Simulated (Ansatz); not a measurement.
# Nickel, beta-Sn type under RPBE: from relaxation to bulk modulus, part 1 of 2

The plan for nickel in the beta-Sn type structure: relax it, solve it on a dense k-mesh, then scale the cell to 7 volumes from 88 to 112 % of the relaxed one and try a fit of the equation of state. Spin polarisation is left out, though the real metal is magnetic, so this state lies above the ground state. The k-meshes are 15×15×10 for the relaxation; 25×25×23 for the dense run; 25×25×23 for the volumes.

Computed with Ansatz 0.2.0 (DFT RPBE, plane waves (420 eV) with PAW, scalar-relativistic; the PAW data stem from PBE, with regenerated cores, unless a step says otherwise).

### Step 1. The structure to begin with

Symmetry: I4_1/amd, No. 141, tetragonal system. Conventional cell: a = 4.382 Å, b = 4.382 Å, c = 2.393 Å, α = 90.00°, β = 90.00°, γ = 90.00°. Around Ni (site symmetry -4m2) lie 6 Ni at 2.27 to 2.39 Å.

As a file:

```
CELL_PARAMETERS angstrom
-2.19107 2.19107 1.19633
2.19107 -2.19107 1.19633
2.19107 2.19107 -1.19633
ATOMIC_POSITIONS crystal
Ni 0.00000 0.00000 0.00000
Ni 0.75000 0.25000 0.50000
```

### Step 2. Relaxing cell and atoms

File input.yaml:

```yaml
crystal:
  lattice:
    - [-2.1910720922, 2.1910720922, 1.1963253623]
    - [2.1910720922, -2.1910720922, 1.1963253623]
    - [2.1910720922, 2.1910720922, -1.1963253623]
  atoms:
    - { symbol: Ni, position: [0.0, 0.0, 0.0] }
    - { symbol: Ni, position: [0.75, 0.25, 0.5] }
hamiltonian:
  xc: rpbe
  pseudopotentials:
    kind: paw
    azcp:
      Ni: "pseudopotentials/Ni.paw.azcp"
basis:
  ecutwfc: 420
  fft_grid_basis: typed
kpoints:
  mp_grid: { grid: [15, 15, 10], shift: [0, 0, 0] }
magnetization:
  spin_polarized: false
scf:
  occupations: { method: fermi_dirac, width: 0.1 }
relax:
  max_steps: 60
  f_tol: 0.01
  cell: {}
output:
  write_density: true
  write_potential: true
  elf: true
  volumetric_format: npy
```

What it wrote:

```text
Warning: crystal.symmetry: narrowed to the stabiliser of the k-point mesh — unitary ops 16 → 4; excluded 12 operations that carry a point of the 15×15×10 mesh (shift [0, 0, 0]) off the mesh (the run samples exactly the mesh kpoints.mp_grid names, as under crystal.symmetry.detect: false, and its converged state has the mesh's symmetry, not the crystal's; ε∞, the Born charges and the force constants of a linear response (`dielectric:` by the response, `phonons.method: dfpt`) are averaged over those of the crystal's operations that the state keeps within a tolerance, where `mesh_tensors`, `unaveraged_element` or `gamma_mean_max_change_ev_ang2` stands beside them; a row that `dielectric.field_direction` solves alone is averaged likewise, with nothing beside; a Γ-centred mesh of equal divisions is mapped onto itself by every operation and keeps the whole group, as does a half-shifted one under kpoints.further_shifts: images)
Warning: RAYON_NUM_THREADS=2 ignored (pool sized by the plan → 2); use --threads N
Engine: ansatz 0.2.0, aarch64-unknown-linux-gnu
Pseudopotentials: kind: paw
Pseudopotential: Ni, paw, valence charge 18, recommended cutoff 420 eV (normal), <dir>
Functional definition: RPBE
  parameter kappa = 0.804
  parameter beta = 0.06672455060314922
  exchange = rpbe_x(kappa = kappa, mu = beta*pi^2/3)
  correlation = pbe_c(beta = beta)
Crystal: 2 atoms, lattice volume = 22.973 Å³
Basis set: ecut = 420 eV, 451 PW (Γ), exchange–correlation on 48×48×48 points (8 copies of the dense FFT grid, shifted against one another)
Bands: 22, of which v1, the nominal top of the filled ones, is band 18 counted from 1 (17 counted from 0)
Symmetry: 4 space group operations
k-points: 608 of 2250
Non-local potential: Ni, projectors of the file, l = 0: 3, l = 1: 2, l = 2: 3, l = 3: 1
PAW form: soft (Blöchl's): semilocal exchange-correlation on the pseudo side does not see the compensation charge
PAW frozen core: Ni, regenerated for the run's functional, and the local potential with it (the file was generated under x = pbe(κ = 0.804, μ = 0.2195149727645171), c = pbe(β = 0.06672455060314922))
PAW one-centre angular grid: Ni, 590 points (default); XC on 64 Gauss nodes
Initial density: superposition of atomic densities (neutral atoms: chi_scale 0, normalization atom), corrected by the library's trained network
Initial wavefunctions: pseudopotential atomic-orbital guess
Functional: x = rpbe, c = pbe(β = 0.06672455060314922)
SCF iter   1: F=—  HF=-11688.546654 eV  |F-HF|=—  |Δ(HF+E_count)|=         —  Δρ=8.79e-3  dr2=6.33e-3  ethr=1.77e-3  ⟨swp⟩=4.6  Hψ=49037  notcnv=0
preconditioner: auto → none  [metal: Δε(μ)=0.001 eV  Ē_g=7.716 eV  σ=0.100 eV  W_gap=0.00  n_scr=8 (ndim 8)  ℏωp=34.6 eV  f_vac=0.000  D(μ)=3.99/eV (n_scr^D=54)  sad-step TF]
SCF iter   2: F=—  HF=-11688.546056 eV  |F-HF|=—  |Δ(HF+E_count)|=   5.98e-4  Δρ=3.14e-3  dr2=6.30e-4  ethr=1.76e-5  ⟨swp⟩=2.3  Hψ=28744  notcnv=0
SCF iter   3: F=—  HF=-11688.546197 eV  |F-HF|=—  |Δ(HF+E_count)|=   1.41e-4  Δρ=8.26e-4  dr2=4.42e-5  ethr=1.75e-6  ⟨swp⟩=2.1  Hψ=19770  notcnv=0
SCF iter   4: F=—  HF=-11688.546211 eV  |F-HF|=—  |Δ(HF+E_count)|=   1.43e-5  Δρ=7.55e-5  dr2=5.86e-7  ethr=1.23e-7  ⟨swp⟩=2.3  Hψ=18017  notcnv=0
iter 5 did not close the SCF: its close was put off for the readings that it lacked (scf_convergence_deferred on its scf_iter line)
SCF iter   5: F=-11688.546211 eV  HF=-11688.546211 eV  |F-HF|=3.36e-8  |Δ(HF+E_count)|=   6.10e-8  Δρ=4.30e-5  dr2=8.37e-8  ethr=1.63e-9  ⟨swp⟩=2.0  Hψ=22952  notcnv=0
SCF iter   6: F=-11688.546211 eV  HF=-11688.546211 eV  |F-HF|=2.20e-10  |Δ(HF+E_count)|=   4.91e-9  Δρ=4.72e-6  dr2=1.96e-9  ethr=2.33e-10  ⟨swp⟩=6.6  Hψ=87792  notcnv=0
SCF 1 converged in 6 iterations: F = -11688.546211 eV  dr2 = 1.96e-9
relax step   1: F+E_penalty+E_count = -11688.54621115 eV  Δ(F+E_penalty+E_count) = +0.000e0 eV  max|allowed force component| = 6.381e-4 eV/Å  Δτ_max = 0.0000 Å  P = +11.410 GPa  Ω = 22.973 Å³  (6 SCF iters, dr2 threshold 1.00e-7 eV, accepted)
Crystal: 2 atoms, lattice volume = 23.703 Å³
Basis set: ecut = 420 eV, 453 PW (Γ), exchange–correlation on 48×48×48 points (8 copies of the dense FFT grid, shifted against one another)
Initial density: handed on by an earlier stage of this run
Initial wavefunctions: those handed on with the density
iter 1 solved again at ethr=3.21e-6 eV; its pass at ethr=3.10e-3 eV (dr2=1.15e-3 eV) is discarded
SCF iter   1: F=—  HF=-11688.584554 eV  |F-HF|=—  |Δ(HF+E_count)|=         —  Δρ=3.10e-3  dr2=1.22e-3  ethr=3.21e-6  ⟨swp⟩=2.2  Hψ=70080  notcnv=0
preconditioner: auto → none  [metal: Δε(μ)=0.002 eV  Ē_g=7.488 eV  σ=0.100 eV  W_gap=0.01  n_scr=8 (ndim 8)  ℏωp=34.1 eV  f_vac=0.000  D(μ)=4.16/eV (n_scr^D=62)]
SCF iter   2: F=—  HF=-11688.584413 eV  |F-HF|=—  |Δ(HF+E_count)|=   1.41e-4  Δρ=5.80e-4  dr2=3.29e-5  ethr=3.21e-6  ⟨swp⟩=2.5  Hψ=18845  notcnv=0
SCF iter   3: F=—  HF=-11688.584414 eV  |F-HF|=—  |Δ(HF+E_count)|=   5.36e-7  Δρ=2.11e-4  dr2=4.05e-6  ethr=9.14e-8  ⟨swp⟩=1.9  Hψ=17860  notcnv=0
iter 4 did not close the SCF: its close was put off for the readings that it lacked (scf_convergence_deferred on its scf_iter line)
SCF iter   4: F=-11688.584416 eV  HF=-11688.584416 eV  |F-HF|=6.32e-9  |Δ(HF+E_count)|=   1.89e-6  Δρ=2.93e-5  dr2=8.95e-8  ethr=1.13e-8  ⟨swp⟩=2.6  Hψ=21613  notcnv=0
iter 5 did not close the SCF: its close was put off for the readings that it lacked (scf_convergence_deferred on its scf_iter line)
SCF iter   5: F=-11688.584416 eV  HF=-11688.584416 eV  |F-HF|=1.16e-8  |Δ(HF+E_count)|=   3.90e-8  Δρ=1.56e-5  dr2=1.20e-8  ethr=2.49e-10  ⟨swp⟩=2.2  Hψ=22605  notcnv=0
SCF iter   6: F=-11688.584416 eV  HF=-11688.584416 eV  |F-HF|=1.09e-11  |Δ(HF+E_count)|=   5.08e-9  Δρ=4.58e-7  dr2=9.47e-12  ethr=3.34e-11  ⟨swp⟩=6.0  Hψ=81117  notcnv=0
SCF 2 converged in 6 iterations: F = -11688.584416 eV  dr2 = 9.47e-12
relax step   2: F+E_penalty+E_count = -11688.58441591 eV  Δ(F+E_penalty+E_count) = -3.820e-2 eV  max|allowed force component| = 3.779e-4 eV/Å  Δτ_max = 0.0000 Å  P = +5.570 GPa  Ω = 23.703 Å³  energy of the carried Pulay correction = -4.453e-4 eV  (6 SCF iters, dr2 threshold 2.00e-7 eV, accepted)
Crystal: 2 atoms, lattice volume = 24.443 Å³
Basis set: ecut = 420 eV, 477 PW (Γ), exchange–correlation on 48×48×48 points (8 copies of the dense FFT grid, shifted against one another)
iter 1 solved again at ethr=3.28e-6 eV; its pass at ethr=3.10e-3 eV (dr2=1.18e-3 eV) is discarded
SCF iter   1: F=—  HF=-11688.598344 eV  |F-HF|=—  |Δ(HF+E_count)|=         —  Δρ=3.14e-3  dr2=1.29e-3  ethr=3.28e-6  ⟨swp⟩=2.3  Hψ=75105  notcnv=0
preconditioner: auto → none  [metal: Δε(μ)=0.001 eV  Ē_g=7.284 eV  σ=0.100 eV  W_gap=0.00  n_scr=8 (ndim 8)  ℏωp=33.6 eV  f_vac=0.000  D(μ)=4.33/eV (n_scr^D=66)]
SCF iter   2: F=—  HF=-11688.598193 eV  |F-HF|=—  |Δ(HF+E_count)|=   1.51e-4  Δρ=6.17e-4  dr2=3.99e-5  ethr=3.28e-6  ⟨swp⟩=2.6  Hψ=19135  notcnv=0
SCF iter   3: F=—  HF=-11688.598194 eV  |F-HF|=—  |Δ(HF+E_count)|=   6.34e-7  Δρ=1.97e-4  dr2=3.64e-6  ethr=1.11e-7  ⟨swp⟩=1.5  Hψ=14732  notcnv=0
iter 4 did not close the SCF: its close was put off for the readings that it lacked (scf_convergence_deferred on its scf_iter line)
SCF iter   4: F=-11688.598195 eV  HF=-11688.598195 eV  |F-HF|=1.56e-8  |Δ(HF+E_count)|=   1.64e-6  Δρ=3.04e-5  dr2=8.34e-8  ethr=1.01e-8  ⟨swp⟩=2.6  Hψ=21924  notcnv=0
iter 5 did not close the SCF: its close was put off for the readings that it lacked (scf_convergence_deferred on its scf_iter line)
SCF iter   5: F=-11688.598195 eV  HF=-11688.598195 eV  |F-HF|=1.11e-8  |Δ(HF+E_count)|=   2.07e-8  Δρ=1.51e-5  dr2=1.22e-8  ethr=2.32e-10  ⟨swp⟩=2.2  Hψ=23110  notcnv=0
SCF iter   6: F=-11688.598195 eV  HF=-11688.598195 eV  |F-HF|=0.00e0  |Δ(HF+E_count)|=   4.53e-9  Δρ=5.30e-7  dr2=1.57e-11  ethr=3.39e-11  ⟨swp⟩=6.2  Hψ=85346  notcnv=0
SCF 3 converged in 6 iterations: F = -11688.598195 eV  dr2 = 1.57e-11
relax step   3: F+E_penalty+E_count = -11688.59819530 eV  Δ(F+E_penalty+E_count) = -1.378e-2 eV  max|allowed force component| = 1.466e-4 eV/Å  Δτ_max = 0.0000 Å  P = +0.595 GPa  Ω = 24.443 Å³  energy of the carried Pulay correction = -8.831e-4 eV  (6 SCF iters, dr2 threshold 2.00e-7 eV, accepted)
[... from here on, the SCF cycles and remarks between the steps are left out ...]
relax step   4: F+E_penalty+E_count = -11688.59912759 eV  Δ(F+E_penalty+E_count) = -9.323e-4 eV  max|allowed force component| = 2.252e-3 eV/Å  Δτ_max = 0.0004 Å  P = -0.485 GPa  Ω = 24.617 Å³  energy of the carried Pulay correction = -9.851e-4 eV  (6 SCF iters, dr2 threshold 2.00e-7 eV, accepted)
relax step   5: F+E_penalty+E_count = -11688.62996748 eV  Δ(F+E_penalty+E_count) = -3.084e-2 eV  max|allowed force component| = 2.515e-3 eV/Å  Δτ_max = 0.0019 Å  P = -0.077 GPa  Ω = 24.409 Å³  energy of the carried Pulay correction = -8.672e-4 eV  (6 SCF iters, dr2 threshold 2.00e-7 eV, accepted)
relax step   6: F+E_penalty+E_count = -11688.70438286 eV  Δ(F+E_penalty+E_count) = -7.442e-2 eV  max|allowed force component| = 6.015e-3 eV/Å  Δτ_max = 0.0010 Å  P = -0.742 GPa  Ω = 24.148 Å³  energy of the carried Pulay correction = -7.178e-4 eV  (6 SCF iters, dr2 threshold 2.00e-7 eV, accepted)
relax step   7: F+E_penalty+E_count = -11688.81147128 eV  Δ(F+E_penalty+E_count) = -1.071e-1 eV  max|allowed force component| = 6.918e-3 eV/Å  Δτ_max = 0.0007 Å  P = -1.466 GPa  Ω = 23.689 Å³  energy of the carried Pulay correction = -4.483e-4 eV  (6 SCF iters, dr2 threshold 2.00e-7 eV, accepted)
relax step   8: F+E_penalty+E_count = -11688.92618209 eV  Δ(F+E_penalty+E_count) = -1.147e-1 eV  max|allowed force component| = 2.461e-3 eV/Å  Δτ_max = 0.0004 Å  P = -1.767 GPa  Ω = 23.045 Å³  energy of the carried Pulay correction = -5.899e-5 eV  (6 SCF iters, dr2 threshold 2.00e-7 eV, accepted)
relax step   9: F+E_penalty+E_count = -11689.00671882 eV  Δ(F+E_penalty+E_count) = -8.054e-2 eV  max|allowed force component| = 8.662e-3 eV/Å  Δτ_max = 0.0022 Å  P = -0.320 GPa  Ω = 22.267 Å³  energy of the carried Pulay correction = +4.280e-4 eV  (6 SCF iters, dr2 threshold 2.00e-7 eV, accepted)
relax step  10: F+E_penalty+E_count = -11689.01916955 eV  Δ(F+E_penalty+E_count) = -1.245e-2 eV  max|allowed force component| = 3.468e-4 eV/Å  Δτ_max = 0.0020 Å  P = -2.975 GPa  Ω = 22.036 Å³  energy of the carried Pulay correction = +5.737e-4 eV  (6 SCF iters, dr2 threshold 2.00e-7 eV, accepted)
relax step  11: F+E_penalty+E_count = -11689.02263572 eV  Δ(F+E_penalty+E_count) = -3.466e-3 eV  max|allowed force component| = 2.557e-4 eV/Å  Δτ_max = 0.0004 Å  P = -0.269 GPa  Ω = 21.899 Å³  energy of the carried Pulay correction = +6.634e-4 eV  (6 SCF iters, dr2 threshold 2.00e-7 eV, accepted)
relax step  12: F+E_penalty+E_count = -11689.02270299 eV  Δ(F+E_penalty+E_count) = -6.727e-5 eV  max|allowed force component| = 8.709e-4 eV/Å  Δτ_max = 0.0002 Å  P = +0.076 GPa  Ω = 21.851 Å³  energy of the carried Pulay correction = +6.946e-4 eV  (6 SCF iters, dr2 threshold 2.00e-7 eV, accepted)
relax step  13: F+E_penalty+E_count = -11689.02272108 eV  Δ(F+E_penalty+E_count) = -1.808e-5 eV  max|allowed force component| = 1.639e-5 eV/Å  Δτ_max = 0.0002 Å  P = -0.000 GPa  Ω = 21.867 Å³  energy of the carried Pulay correction = +6.841e-4 eV  (6 SCF iters, dr2 threshold 1.70e-7 eV, accepted)
relax step  14: F+E_penalty+E_count = -11689.16923529 eV  Δ(F+E_penalty+E_count) = -1.465e-1 eV  max|allowed force component| = 9.927e-5 eV/Å  Δτ_max = 0.0000 Å  P = +8.773 GPa  Ω = 21.867 Å³  stress off target by 2.34e1 GPa  SCF on the basis re-selected at this cell (its energy is not comparable with the rows above)  (8 SCF iters)
relax step  15: F+E_penalty+E_count = -11689.24681732 eV  Δ(F+E_penalty+E_count) = -7.758e-2 eV  max|allowed force component| = 4.541e-1 eV/Å  Δτ_max = 0.0204 Å  P = +5.755 GPa  Ω = 22.078 Å³  energy of the carried Pulay correction = -2.370e-4 eV  (6 SCF iters, dr2 threshold 2.00e-7 eV, accepted)
relax step  16: F+E_penalty+E_count = -11689.29630994 eV  Δ(F+E_penalty+E_count) = -4.949e-2 eV  max|allowed force component| = 1.158e-1 eV/Å  Δτ_max = 0.0138 Å  P = +2.413 GPa  Ω = 22.351 Å³  energy of the carried Pulay correction = -5.002e-4 eV  (6 SCF iters, dr2 threshold 2.00e-7 eV, accepted)
relax step  17: F+E_penalty+E_count = -11689.29960123 eV  Δ(F+E_penalty+E_count) = -3.291e-3 eV  max|allowed force component| = 1.033e-2 eV/Å  Δτ_max = 0.0069 Å  P = -0.693 GPa  Ω = 22.727 Å³  energy of the carried Pulay correction = -7.283e-4 eV  (6 SCF iters, dr2 threshold 2.00e-7 eV, accepted)
relax step  18: F+E_penalty+E_count = -11689.29986287 eV  Δ(F+E_penalty+E_count) = -2.616e-4 eV  max|allowed force component| = 1.469e-4 eV/Å  Δτ_max = 0.0006 Å  P = +0.009 GPa  Ω = 22.637 Å³  energy of the carried Pulay correction = -6.756e-4 eV  (6 SCF iters, dr2 threshold 2.00e-7 eV, accepted)
relax step  19: F+E_penalty+E_count = -11689.30068681 eV  Δ(F+E_penalty+E_count) = -8.239e-4 eV  max|allowed force component| = 1.456e-4 eV/Å  Δτ_max = 0.0000 Å  P = +0.137 GPa  Ω = 22.637 Å³  stress off target by 3.15e-1 GPa  SCF on the basis re-selected at this cell (its energy is not comparable with the rows above)  (7 SCF iters)
relax step  20: F+E_penalty+E_count = -11689.30069969 eV  Δ(F+E_penalty+E_count) = -1.288e-5 eV  max|allowed force component| = 6.419e-6 eV/Å  Δτ_max = 0.0000 Å  P = +0.011 GPa  Ω = 22.654 Å³  energy of the carried Pulay correction = -8.879e-6 eV  (6 SCF iters, dr2 threshold 2.00e-7 eV, accepted)
iter 1 solved again at ethr=2.27e-9 eV; its pass at ethr=3.10e-3 eV (dr2=8.19e-7 eV) is discarded
SCF iter   1: F=—  HF=-11689.300698 eV  |F-HF|=—  |Δ(HF+E_count)|=         —  Δρ=2.56e-6  dr2=2.69e-10  ethr=2.27e-9  ⟨swp⟩=4.1  Hψ=92941  notcnv=0
preconditioner: auto → none  [metal: Δε(μ)=0.001 eV  Ē_g=8.299 eV  σ=0.100 eV  W_gap=0.00  n_scr=4 (ndim 8)  ℏωp=34.9 eV  f_vac=0.000  D(μ)=5.47/eV (n_scr^D=118)]
SCF iter   2: F=—  HF=-11689.300710 eV  |F-HF|=—  |Δ(HF+E_count)|=   1.20e-5  Δρ=2.09e-6  dr2=3.70e-10  ethr=1.00e-12  ⟨swp⟩=3.1  Hψ=30203  notcnv=0
SCF iter   3: F=—  HF=-11689.300710 eV  |F-HF|=—  |Δ(HF+E_count)|=  9.82e-11  Δρ=1.17e-6  dr2=1.93e-10  ethr=1.00e-12  ⟨swp⟩=2.0  Hψ=17948  notcnv=0
iter 4 did not close the SCF: its close was put off for the readings that it lacked (scf_convergence_deferred on its scf_iter line)
SCF iter   4: F=-11689.300710 eV  HF=-11689.300710 eV  |F-HF|=1.82e-12  |Δ(HF+E_count)|=  3.82e-11  Δρ=1.60e-7  dr2=4.87e-12  ethr=1.00e-12  ⟨swp⟩=2.5  Hψ=18810  notcnv=0
iter 5 did not close the SCF: its close was put off for the readings that it lacked (scf_convergence_deferred on its scf_iter line)
SCF iter   5: F=-11689.300710 eV  HF=-11689.300710 eV  |F-HF|=1.82e-12  |Δ(HF+E_count)|=  3.64e-12  Δρ=7.78e-8  dr2=7.31e-13  ethr=1.00e-12  ⟨swp⟩=1.0  Hψ=13376  notcnv=0
iter 6 did not close the SCF: its close was put off for the readings that it lacked (scf_convergence_deferred on its scf_iter line)
SCF iter   6: F=-11689.300710 eV  HF=-11689.300710 eV  |F-HF|=1.82e-12  |Δ(HF+E_count)|=  3.64e-12  Δρ=1.75e-8  dr2=2.14e-14  ethr=1.00e-12  ⟨swp⟩=1.0  Hψ=13376  notcnv=0
iter 7 did not close the SCF: its close was put off for the readings that it lacked (scf_convergence_deferred on its scf_iter line)
SCF iter   7: F=-11689.300710 eV  HF=-11689.300710 eV  |F-HF|=0.00e0  |Δ(HF+E_count)|=  1.82e-12  Δρ=3.87e-9  dr2=7.04e-16  ethr=1.00e-12  ⟨swp⟩=1.0  Hψ=13376  notcnv=0
SCF iter   8: F=-11689.300710 eV  HF=-11689.300710 eV  |F-HF|=3.64e-12  |Δ(HF+E_count)|=  3.64e-12  Δρ=2.11e-9  dr2=1.96e-16  ethr=1.00e-12  ⟨swp⟩=2.8  Hψ=39757  notcnv=0
SCF 21 converged in 8 iterations: F = -11689.300710 eV  dr2 = 1.96e-16
relax step  21: F+E_penalty+E_count = -11689.30070958 eV  Δ(F+E_penalty+E_count) = -9.891e-6 eV  max|allowed force component| = 3.631e-6 eV/Å  Δτ_max = 0.0000 Å  P = +0.009 GPa  Ω = 22.654 Å³  stress off target by 1.74e-2 GPa  SCF on the basis re-selected at this cell (its energy is not comparable with the rows above)  (8 SCF iters)
basis re-selected at this cell: Δ(F+E_penalty+E_count) = -9.891e-6 eV, ΔP = -0.002 GPa vs the last step (what re-selecting the basis moved, of the pressure what is left beyond the Pulay correction that the steps carried, after the strain that the cell walked since its last selection, with what the two solves' SCF thresholds leave and, on support functions, any second-order correction that the steps lacked; it is no measure of the basis error at this ecutwfc). This SCF's stress stands 1.74e-2 GPa from its target on what of the cell is left free (relax.cell.stress_tol is 5.00e-2 GPa) and its largest allowed force component is 3.63e-6 eV/Å (relax.f_tol is 1.00e-2 eV/Å): within both
SCF converged after 8 iterations
Free energy (F): -11689.300710 eV
Harris-Foulkes:  -11689.300710 eV  (|F-HF|=3.64e-12)
Internal energy: -11689.127703 eV  (E = F + TS)
E sigma→0 (E₀):  -11689.214206 eV
Entropy (-TS):   -0.173007 eV (-86.504 meV/atom)
Fermi energy:    17.260509 eV
--- Per-component energies (eV) ---
  E_band       = -592.527353
  E_kinetic    = 563.139125
  E_local      = -7025.902967  (includes V_loc(G=0)·N_el)
  E_nonlocal   = 1273.124013
  E_hartree    = 2933.847127
  E_xc         = -168.782730
  E_vxc        = -217.327544  (∫ρ·V_xc dr)
  E_paw        = -3271.728767  (= ΣΔE_a)
  E_vpaw       = -1053.255345  (= ΣTr[D̂ρ^β])
  E_aug_tail   = 0.001111  (compensation charges beyond the density's cutoff)
  E_ewald      = -5992.735924
  E_core_change = -0.088691  (= ΣΔE_core)
  E_smearing   = -0.173007  (= −TS)
  E_closure    = -0.000000  (closes the sum)
  Σ components = -11689.300710   (vs F -11689.300710, Δ=0.00e0)
--- Forces (eV/Å), atoms counted from 1 ---
  atom   1  Ni    -0.00000363     0.00000363    -0.00000000
  atom   2  Ni     0.00000363    -0.00000363     0.00000000
  max |Σ_I F_I| component: 0.00e0 eV/Å
--- Stress (GPa, compression-positive) ---
        0.009563      -0.007823       0.000107
       -0.007823       0.009563       0.000107
        0.000107       0.000107       0.008449
  P = ⅓ Tr σ = 0.0092 GPa (0.092 kbar)
--- Band table (eV; the first three rows and the last of 608) ---
  k-point 0: bands = ["-85.8627", "-85.8339", "-46.2472", "-46.1366", "-46.1011", "-46.0541", "-46.0524", "-46.0425", "8.5706", "12.9719", "15.0834", "15.3794", "15.7625", "15.7812", "15.8440", "16.0027", "16.7166", "16.7491", "16.7789", "17.2350", "22.5889", "38.9932"]
  k-point 1: bands = ["-85.8601", "-85.8327", "-46.2408", "-46.1503", "-46.1167", "-46.0615", "-46.0554", "-46.0416", "8.9055", "13.2013", "15.0690", "15.2435", "15.7600", "15.8400", "15.8806", "15.9196", "15.9741", "16.7098", "16.7539", "18.5129", "22.6481", "35.8775"]
  k-point 2: bands = ["-85.8532", "-85.8299", "-46.2227", "-46.1860", "-46.1577", "-46.0770", "-46.0631", "-46.0445", "9.8718", "13.7815", "14.9189", "14.9240", "15.0213", "15.5809", "16.0129", "16.2674", "16.2702", "16.6851", "16.7581", "20.3243", "22.8790", "31.3704"]
  k-point 607: bands = ["-85.8287", "-85.8287", "-46.2930", "-46.2930", "-46.1046", "-46.1046", "-46.0877", "-46.0877", "13.0684", "13.0684", "14.3551", "14.3551", "16.4460", "16.4460", "17.2825", "17.2825", "17.3104", "17.3104", "18.0581", "18.0581", "24.2565", "24.2565"]
--- Relaxed structure (18 steps of the walk, 18 accepted, 3 SCFs on fresh bases) ---
  F+E_penalty+E_count = -11689.30070958 eV   max|allowed force component| = 3.631e-6 eV/Å   (the final SCF, on the basis selected at the relaxed cell)
  cell:  # Å, volume = 22.6536 Å³
    - [-2.9738389482095644, 2.974149647353777, 1.2289300710749098]
    - [2.974149647353777, -2.9738389482095644, 1.2289300710749098]
    - [1.549411613916004, 1.549411613916004, -1.2283610250232193]
  atoms:
    - { symbol: Ni, position: [2.2853019730297826e-5, -2.2853019730297826e-5, 0.0] }
    - { symbol: Ni, position: [0.7499771469802695, 0.2500228530197303, 0.4999999999999997] }
```

Wall time 4.3 min (2 threads of an Arm CPU, shared host); peak memory 0.56 GiB.

Relaxation path:

```csv
step,energy change (meV/atom),largest force (eV/Å),pressure (GPa),volume (Å³/atom)
1,0.00,0.0006,11.41,11.487
2,-19.10,0.0004,5.57,11.852
3,-25.99,0.0001,0.59,12.222
4,-26.46,0.0023,-0.49,12.308
5,-41.88,0.0025,-0.08,12.204
6,-79.09,0.0060,-0.74,12.074
7,-132.63,0.0069,-1.47,11.845
8,-189.99,0.0025,-1.77,11.523
9,-230.25,0.0087,-0.32,11.133
10,-236.48,0.0003,-2.98,11.018
11,-238.21,0.0003,-0.27,10.949
12,-238.25,0.0009,0.08,10.925
13,-238.25,0.0000,0.00,10.933
14,-311.51,0.0001,8.77,10.933
15,-350.30,0.4541,5.76,11.039
16,-375.05,0.1158,2.41,11.176
17,-376.70,0.0103,-0.69,11.364
18,-376.83,0.0001,0.01,11.319
19,-377.24,0.0001,0.14,11.319
20,-377.24,0.0000,0.01,11.327
21,-377.25,0.0000,0.01,11.327
```

Steps that repeat a cell are solved on a basis chosen anew, so their changes of energy are no gain of the relaxation.

Changes in the cell that was computed:

|  | before | after | change |
| --- | --- | --- | --- |
| a (Å) | 3.322 | 4.382 | +31.9 % |
| b (Å) | 3.322 | 4.382 | +31.9 % |
| c (Å) | 3.322 | 2.512 | -24.4 % |
| α (°) | 97.45 | 97.88 | +0.4 % |
| β (°) | 97.45 | 97.88 | +0.4 % |
| γ (°) | 137.78 | 147.42 | +7.0 % |
| volume (Å³/atom) | 11.487 | 11.327 | -1.4 % |
| shortest distance (Å) | 2.271 | 2.449 | +7.8 % |
| space group (spins left aside) | I4_1/amd | Fddd | changed |

(Continued in part 2 of 2.)
